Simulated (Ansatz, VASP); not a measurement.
Two plane-wave programs on In

```
In
1.0
     5.28646    0.00000    0.00000
    -2.64323    4.57821    0.00000
     0.00000    0.00000    3.24060
In
3
Direct
  0.00000 0.00000 0.00000
  0.33333 0.66667 0.50000
  0.66667 0.33333 0.50000
```

The cell was built by a generator and needn't be a form met in nature.

Alike in both runs: task relaxation of cell and atoms; functional LDA; k mesh 7 × 7 × 10; occupations fermi-dirac, width 0.1 eV; no spin polarisation.

```csv
,VASP,Ansatz
version,VASP 6.6.1,Ansatz 0.2.0
potentials or method,"VASP PAW LDA potentials, release 64 (In_d)","plane waves (420 eV) with PAW, scalar-relativistic"
plane-wave cutoff (eV),600,420
valence electrons in the cell,39,39
```

Ansatz gave:

```
relaxed volume (Å³/atom)                                     : 24.97
relaxed cell length with the largest relative difference (Å) : 5.196
energy change over the relaxation (meV/atom)                 : -8
```

**Question.** Estimate VASP's values.

**Answer.** Relaxed volume (Å³/atom): 25.01; relaxed cell length with the largest relative difference (Å): 5.201; energy change over the relaxation (meV/atom): -7.

Ansatz warned: «pseudo_functional_mismatch».
